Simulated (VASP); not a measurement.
Input of a VASP 6.6.1 run:

INCAR

```
  PREC = Accurate
  ENCUT = 600
  EDIFF = 1E-6
  ISMEAR = -1
  SIGMA = 0.05
  LREAL = F
  LASPH = T
  NELM = 150
  ALGO = Fast
  ISIF = 3
  LWAVE = F
  LCHARG = F
  ISPIN = 2
  MAGMOM = 1
  LORBIT = 11
  LMAXMIX = 4
  GGA = PE
  IVDW = 1
  IBRION = 2
  NSW = 40
  EDIFFG = -0.005
```

KPOINTS

```
Automatic mesh
0
Gamma
  10 10 10
```

The input POSCAR:

```
Ni
1.0
    0.0000000000      1.7375729330      1.7375729330
    1.7375729330      0.0000000000      1.7375729330
    1.7375729330      1.7375729330      0.0000000000
Ni
1
Direct
    0.0000000000      0.0000000000      0.0000000000
```

Potentials or basis: VASP PAW PBE potentials, release 64 (Ni).

Launch:

```bash
$ cat potpaw_PBE.64/Ni/POTCAR > POTCAR
$ mpirun -np 1 vasp_std > vasp.out
```

(1) Estimate the relaxed cell.

(2) Predict the space group after relaxing (to 0.05 Å).

(3) What does it give for the dispersion energy per atom?

Answers

(1) a = 2.448 Å, b = 2.448 Å, c = 2.448 Å, α = 60.00°, β = 60.00°, γ = 60.00°.

(2) Fm-3m (No. 225).

(3) -0.494 eV.

Caveat: atom-pairwise D2, TS and ULG terms overbind metals.
